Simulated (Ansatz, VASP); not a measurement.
# MgB2 in VASP and in Ansatz

```
CELL_PARAMETERS angstrom
3.04331 0.00000 0.00000
-1.52165 2.63558 0.00000
0.00000 0.00000 3.47539
ATOMIC_POSITIONS crystal
Mg 0.00000 0.00000 0.00000
B 0.33333 0.66667 0.50000
B 0.66667 0.33333 0.50000
```

Change from the starting cell: volume scaled by 0.96, crystal datasets.

Alike in both runs: task electric field gradients; functional PBE; k mesh 12 × 12 × 9; occupations fermi-dirac, width 0.05 eV; no spin polarisation.

```csv
,VASP,Ansatz
version,VASP 6.6.1,Ansatz 0.2.0
potentials or method,"VASP PAW PBE potentials, release 64 (Mg, B), cutoff 520 eV","all-electron PAW with datasets made for the crystal, scalar-relativistic"
```

|  | VASP | Ansatz | Ansatz less VASP |
| --- | --- | --- | --- |
| pressure (GPa) | 5.3 | 5.4 | +0.19 |
| largest component of the traceless stress (GPa) | 1.55 | 1.39 | -0.162 |
| Vzz of the field gradient on the site that differs most (V/Å²) | -0.2 | -2.7 | -2.49 |

Ansatz ran all-electron here, so the differences hold the error of VASP's frozen core and of both bases.
